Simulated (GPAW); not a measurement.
Set up this calculation in GPAW 26.7.0, as an ASE script.

```
Task                : single point
Functional          : PBEsol
Potentials or basis : PAW data sets generated in the run's folder for this functional
Cutoff              : 800 eV
Basis               : pw
k mesh              : 7 × 7 × 7
Occupations         : fermi-dirac, width 0.05 eV
Spin                : no spin polarisation
Maxiter             : 150
```

The system is KTaO3.

```xyz
5
Lattice="3.9883 0.0000 0.0000 0.0000 3.9883 0.0000 0.0000 0.0000 3.9883" Properties=species:S:1:pos:R:3 pbc="T T T"
Ta    0.0000    0.0000    0.0000
K     1.9942    1.9942    1.9942
O     0.0000    0.0000    1.9942
O     0.0000    1.9942    0.0000
O     1.9942    0.0000    0.0000
```

These files were run (other wordings do the same):

run.py

```python
from ase import Atoms
from ase.dft.bandgap import bandgap
from ase.io import write
from ase.units import Bohr, GPa
from gpaw import GPAW, PW, setup_paths
from gpaw.elf import elf_from_dft_calculation

setup_paths.insert(0, '.')

atoms = Atoms(['Ta', 'K', 'O', 'O', 'O'],
              cell=[[3.9883, 0.0, 0.0],
                    [0.0, 3.9883, 0.0],
                    [0.0, 0.0, 3.9883]],
              scaled_positions=[[0.0, 0.0, 0.0],
                                [0.5, 0.5, 0.5],
                                [0.0, 0.0, 0.5],
                                [0.0, 0.5, 0.0],
                                [0.5, 0.0, 0.0]],
              pbc=True)

calc = GPAW(mode=PW(800),
            xc='PBEsol',
            kpts={'size': (7, 7, 7), 'gamma': True},
            occupations={'name': 'fermi-dirac', 'width': 0.05},
            nbands=36,
            convergence={'density': 1e-05, 'energy': 1e-05},
            maxiter=150,
            txt='gpaw.txt')
atoms.calc = calc
energy = atoms.get_potential_energy()
forces = atoms.get_forces()
stress = atoms.get_stress()
calc.write('gs.gpw')
write('result.traj', atoms)
print(f'Energy: {energy:.6f} eV')
print('Forces (eV/A):')
print(forces.round(4))
print('Stress (GPa):', (stress / GPa).round(3))
print('Fermi level:', round(calc.get_fermi_level(), 4), 'eV')
print(f'Gap: {bandgap(calc)[0]:.4f} eV, direct: {bandgap(calc, direct=True)[0]:.4f} eV')

# fields on the real-space grid
write('density.cube', atoms, data=calc.get_pseudo_density() * Bohr**3)
write('potential.cube', atoms, data=calc.get_electrostatic_potential())
write('elf.cube', atoms, data=elf_from_dft_calculation(calc).data)
```

Potentials or basis: PAW data sets generated in the run's folder for this functional, pw.

Command:

```bash
$ gpaw-setup -f PBEsol K O Ta
$ OMP_NUM_THREADS=1 python run.py
```

Results of the run:

```yaml
Pressure: -0.1 GPa
Band_gap_on_the_k_mesh: 2.15 eV, indirect (least direct gap 2.72 eV)
```

Caveat: spin-orbit coupling is left out, which moves the levels of the heavy elements; an odd mesh through Γ misses points on the zone boundary, where band edges often lie.

It took 48 s on 1 thread of Arm Neoverse V2, with other jobs on the host, peak memory 0.22 GiB.
